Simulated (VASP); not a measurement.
A run of VASP 6.6.1 is set up as follows.

File INCAR:

```
PREC     = Accurate       # precision mode
ENCUT    = 520            # plane-wave cutoff, eV
EDIFF    = 1E-6           # SCF threshold, eV
ISMEAR   = 1              # smearing method
SIGMA    = 0.1            # smearing width, eV
LREAL    = False          # projectors in reciprocal space
LASPH    = True           # aspherical terms in the spheres
NELM     = 150            # most SCF steps
ALGO     = Normal         # electronic algorithm
ISIF     = 2              # what is computed and relaxed
LWAVE    = False          # write WAVECAR
LCHARG   = False          # write CHGCAR
ISPIN    = 2              # spin polarisation
MAGMOM   = 1.8 1.8 1.8 1.8 1.8 1.8 1.8 1.8 1.8 1.8 1.8 1.8 # initial moments
LORBIT   = 11             # projections on sites
LMAXMIX  = 4              # l up to which the mixer works
LDIPOL   = True         
IDIPOL   = 3            
DIPOL    = 0.5 0.5 0.500
GGA      = PE             # functional
IBRION   = 2              # ionic algorithm
NSW      = 80             # ionic steps
EDIFFG   = -0.02          # ionic threshold
AMIX     = 0.2          
BMIX     = 1E-4         
AMIX_MAG = 0.8          
BMIX_MAG = 1E-4         
KPAR     = 8
```

Contents of KPOINTS:

```
Automatic mesh
0
Gamma
  15 10 1
```

Contents of POSCAR:

```
Co
1.0
    2.4887480100      0.0000000000      0.0000000000
    0.0000000000      4.0261540000      0.0000000000
    0.0000000000      0.0000000000     26.4950360700
Co
12
Direct
    0.9999995000      0.7500000000      0.2830718900
    0.5000005000      0.2500000000      0.3101879600
    0.4999994900      0.7500000000      0.3644199200
    0.0000004900      0.2500000000      0.3915359900
    0.9999994900      0.7500000000      0.4457679500
    0.5000004900      0.2500000000      0.4728840200
    0.4999994900      0.7500000000      0.5271159800
    0.0000004900      0.2500000000      0.5542320500
    0.9999994800      0.7500000000      0.6084640100
    0.5000004800      0.2500000000      0.6355800800
    0.4999994800      0.7500000000      0.6898120400
    0.0000004800      0.2500000000      0.7169281100
```

Potentials or basis: VASP PAW PBE potentials, release 64 (Co).

Run with:

```console
$ cat potpaw_PBE.64/Co/POTCAR > POTCAR
$ mpirun -np 8 vasp_std > vasp.out
```

**Question.** What does it give for the site moments?

**Answer.** Co +1.80, +1.69, +1.66, +1.63 μB.

**Question.** Estimate the energy gained by relaxing.

**Answer.** 3.5 meV/atom.

**Question.** What does it give for the band gap on the k mesh?

**Answer.** None (metal or under the smearing width).

**Question.** What does it give for the net moment?

**Answer.** 19.95 μB per cell.

Forces on the atoms (eV/Å):
```
Co   0.000  0.000  0.007
Co   0.000  0.000  0.013
Co   0.000  0.000  0.002
Co   0.000  0.000  0.004
Co   0.000  0.000 -0.007
Co   0.000  0.000  0.019
Co   0.000  0.000 -0.019
Co   0.000  0.000  0.007
Co   0.000  0.000 -0.004
Co   0.000  0.000 -0.002
Co   0.000  0.000 -0.013
Co   0.000  0.000 -0.007
```
